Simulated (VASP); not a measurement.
# CdTe (F-43m) in VASP: a series of runs, part 2 of 2

VASP 6.6.1. Earlier steps stand in the parts before.

### 5 Dielectric tensor, PBE

Contents of INCAR:

```
SYSTEM = CdTe
PREC = Accurate ; ENCUT = 350
EDIFF = 1E-8 ; ISMEAR = 0
SIGMA = 0.01 ; LREAL = .False.
LASPH = .True. ; NELM = 100
ALGO = Normal ; ISIF = 2
LWAVE = .False. ; LCHARG = .False.
GGA = PE ; LEPSILON = .True.
```

Contents of KPOINTS:

```
Automatic mesh
0
Gamma
  6 6 6
  0 0 0
```

Contents of POSCAR:

```
CdTe
1.0
    0.0000000000      3.2050000000      3.2050000000
    3.2050000000      0.0000000000      3.2050000000
    3.2050000000      3.2050000000      0.0000000000
Te Cd
1 1
Direct
    0.7500000000      0.7500000000      0.7500000000
    0.0000000000      0.0000000000      0.0000000000
```

Potentials or basis: VASP PAW PBE potentials, release 64 (Te, Cd).

The run is started by

```
cat potpaw_PBE.64/Te/POTCAR potpaw_PBE.64/Cd/POTCAR > POTCAR
mpirun -np 1 vasp_std > vasp.out
```

OUTCAR:

```text
SYSTEM = CdTe
   PREC = Accurate
   ENCUT = 350
   EDIFF = 1E-8
   ISMEAR = 0
   LREAL = .False.
   LASPH = .True.
   NELM = 100
   ISIF = 2
   GGA = PE
   LEPSILON = .True.

 Found     16 irreducible k-points:

 Following reciprocal coordinates:
            Coordinates               Weight
  0.000000  0.000000  0.000000      1.000000
  0.166667  0.000000  0.000000      8.000000
  0.333333  0.000000  0.000000      8.000000
  0.500000  0.000000  0.000000      4.000000
  0.166667  0.166667  0.000000      6.000000
  0.333333  0.166667  0.000000     24.000000
[... 236 lines left out ...]
    -0.00036  0.67649  0.00000
     0.67649 -0.00036  0.00000
     0.00000  0.00000  0.00019

 MACROSCOPIC STATIC DIELECTRIC TENSOR (including local field effects in DFT)
 ------------------------------------------------------
          12.306178    -0.000000    -0.000000
           0.000000    12.306178     0.000000
          -0.000000     0.000000    12.306178
 ------------------------------------------------------

 PIEZOELECTRIC TENSOR (including local field effects)  for field in x, y, z        (e  Angst)
          XX          YY          ZZ          XY          YZ          ZX
  --------------------------------------------------------------------------------
  x    -0.00000    -0.00000     0.00000     0.00000     2.80908     0.00000
  y     0.00000    -0.00000     0.00000    -0.00000     0.00000     2.80908
  z    -0.00000     0.00000    -0.00000     2.80908    -0.00000     0.00000

 PIEZOELECTRIC TENSOR (including local field effects)  for field in x, y, z        (C/m^2)
          XX          YY          ZZ          XY          YZ          ZX
  --------------------------------------------------------------------------------
  x    -0.00000    -0.00000     0.00000     0.00000     0.68354     0.00000
  y     0.00000    -0.00000     0.00000    -0.00000     0.00000     0.68354
  z    -0.00000     0.00000    -0.00000     0.68354    -0.00000     0.00000

 BORN EFFECTIVE CHARGES (including local field effects) (in |e|, cummulative output)
 ---------------------------------------------------------------------------------
 ion    1
    1    -2.34463    -0.00000    -0.00000
    2     0.00000    -2.34463     0.00000
    3     0.00000     0.00000    -2.34463
 ion    2
    1     2.34463     0.00000     0.00000
    2     0.00000     2.34463     0.00000
    3    -0.00000     0.00000     2.34463
```

OSZICAR:

```text
N       E                     dE             d eps       ncg     rms          rms(c)
DAV:   1     0.770683708437E+02    0.77068E+02   -0.68444E+03   432   0.868E+02
[... 13 lines left out ...]
RMM:   7    -0.220274510616E+01   -0.22219E-02   -0.51259E-05  1831   0.401E-02    0.599E-03
RMM:   8    -0.220287455812E+01   -0.12945E-03   -0.15830E-06  1958   0.720E-03    0.154E-03
RMM:   9    -0.220295341558E+01   -0.78857E-04   -0.90058E-06  1718   0.419E-03    0.321E-04
RMM:  10    -0.220296556538E+01   -0.12150E-04   -0.11520E-05  2043   0.685E-04    0.157E-04
RMM:  11    -0.220295900125E+01    0.65641E-05    0.40159E-06  1808   0.319E-04    0.680E-05
RMM:  12    -0.220295681142E+01    0.21898E-05    0.55348E-07  1232   0.809E-05    0.237E-05
RMM:  13    -0.220295648874E+01    0.32268E-06    0.47604E-09   985   0.646E-05    0.436E-06
```

Run time: 72 s. Hardware: 1 thread of Intel Xeon 6975P-C (Granite Rapids), shared host; peak memory 0.2 GiB.

The run converged, but some of its settings lie outside the range that counts as converged, so its numbers aren't taken as properties of the crystal.

What came out:

* Band gap on the k mesh: 0.87 eV, direct
* Electronic dielectric tensor (diagonal): 12.31
* Born charges (mean of the diagonal): Te -2.34; Cd +2.34 e

Caveat: spin-orbit coupling is left out, which moves the levels of the heavy elements.

### 6 Dielectric tensor, PBE

Edit INCAR of step 5 so:

```diff
@@ -1,3 +1,3 @@
 SYSTEM = CdTe
-PREC = Accurate ; ENCUT = 350
+PREC = Accurate ; ENCUT = 300
 EDIFF = 1E-8 ; ISMEAR = 0
```

Contents of KPOINTS:

```
Automatic mesh
0
Gamma
  7 7 7
  0 0 0
```

POSCAR is that of step 5.

Potentials or basis: VASP PAW PBE potentials, release 64 (Te, Cd).

The run is started by

```
cat potpaw_PBE.64/Te/POTCAR potpaw_PBE.64/Cd/POTCAR > POTCAR
mpirun -np 1 vasp_std > vasp.out
```

OUTCAR:

```text
SYSTEM = CdTe
   PREC = Accurate
   ENCUT = 300
   EDIFF = 1E-8
   ISMEAR = 0
   LREAL = .False.
   LASPH = .True.
   NELM = 100
   ISIF = 2
   GGA = PE
   LEPSILON = .True.

 Found     20 irreducible k-points:

 Following reciprocal coordinates:
            Coordinates               Weight
  0.000000  0.000000  0.000000      1.000000
  0.142857  0.000000  0.000000      8.000000
  0.285714  0.000000  0.000000      8.000000
  0.428571  0.000000  0.000000      8.000000
  0.142857  0.142857  0.000000      6.000000
  0.285714  0.142857  0.000000     24.000000
[... 237 lines left out ...]
    -0.00038  0.63132  0.00000
     0.63132 -0.00038  0.00000
     0.00000  0.00000  0.00005

 MACROSCOPIC STATIC DIELECTRIC TENSOR (including local field effects in DFT)
 ------------------------------------------------------
          10.730336     0.000000     0.000000
           0.000000    10.730336     0.000000
          -0.000000    -0.000000    10.730336
 ------------------------------------------------------

 PIEZOELECTRIC TENSOR (including local field effects)  for field in x, y, z        (e  Angst)
          XX          YY          ZZ          XY          YZ          ZX
  --------------------------------------------------------------------------------
  x     0.00000    -0.00000     0.00000     0.00000     2.62229     0.00000
  y    -0.00000    -0.00000     0.00000     0.00000     0.00000     2.62229
  z    -0.00000    -0.00000     0.00000     2.62229     0.00000     0.00000

 PIEZOELECTRIC TENSOR (including local field effects)  for field in x, y, z        (C/m^2)
          XX          YY          ZZ          XY          YZ          ZX
  --------------------------------------------------------------------------------
  x     0.00000    -0.00000     0.00000     0.00000     0.63808     0.00000
  y    -0.00000    -0.00000     0.00000     0.00000     0.00000     0.63808
  z    -0.00000    -0.00000     0.00000     0.63808     0.00000     0.00000

 BORN EFFECTIVE CHARGES (including local field effects) (in |e|, cummulative output)
 ---------------------------------------------------------------------------------
 ion    1
    1    -2.23771     0.00000    -0.00000
    2     0.00000    -2.23771     0.00000
    3    -0.00000     0.00000    -2.23771
 ion    2
    1     2.23771     0.00000     0.00000
    2     0.00000     2.23771    -0.00000
    3     0.00000     0.00000     2.23771
```

stdout:

```text
POSCAR found type information on POSCAR TeCd
 POSCAR found :  2 types and       2 ions
 scaLAPACK will be used
 LDA part: xc-table for (Slater+PW92), standard interpolation
 POSCAR, INCAR and KPOINTS ok, starting setup
 FFT: planning ... GRIDC
 FFT: planning ... GRID_SOFT
 FFT: planning ... GRID
 WAVECAR not read
 entering main loop
 Linear response reoptimize wavefunctions to high precision
 Linear response G [H, r] |phi>, progress :
  Direction:   1
 Linear response G [H, r] |phi>, progress :
  Direction:   2
 Linear response G [H, r] |phi>, progress :
  Direction:   3
 Linear response to external field (no local field effect), progress :
  Direction:   1
 dielectric tensor                  component  1 :    12.477     4.742     1.398
 Linear response to external field (no local field effect), progress :
  Direction:   2
 dielectric tensor                  component  2 :     4.741    12.878    -1.691
 Linear response to external field (no local field effect), progress :
  Direction:   3
 dielectric tensor                  component  3 :     1.402    -1.693     7.897
 Linear response to external field, progress :
  Direction:   1
 dielectric tensor                  component  1 :    10.730     2.454     0.939
 Linear response to external field, progress :
  Direction:   2
 dielectric tensor                  component  2 :     2.448    10.730     0.728
 Linear response to external field, progress :
  Direction:   3
 dielectric tensor                  component  3 :     1.887     1.506    10.730
 Born effective charges drift removed
```

Run time: 82 s. Hardware: 1 thread of Intel Xeon 6975P-C (Granite Rapids), shared host; peak memory 0.2 GiB.

These settings aren't checked as converged: the numbers below hold their error.

Results:

- Band gap on the k mesh: 0.87 eV, direct
- Electronic dielectric tensor (diagonal): 10.73
- Born charges (mean of the diagonal): Te -2.24; Cd +2.24 e

Caveat: spin-orbit coupling is left out, which moves the levels of the heavy elements.
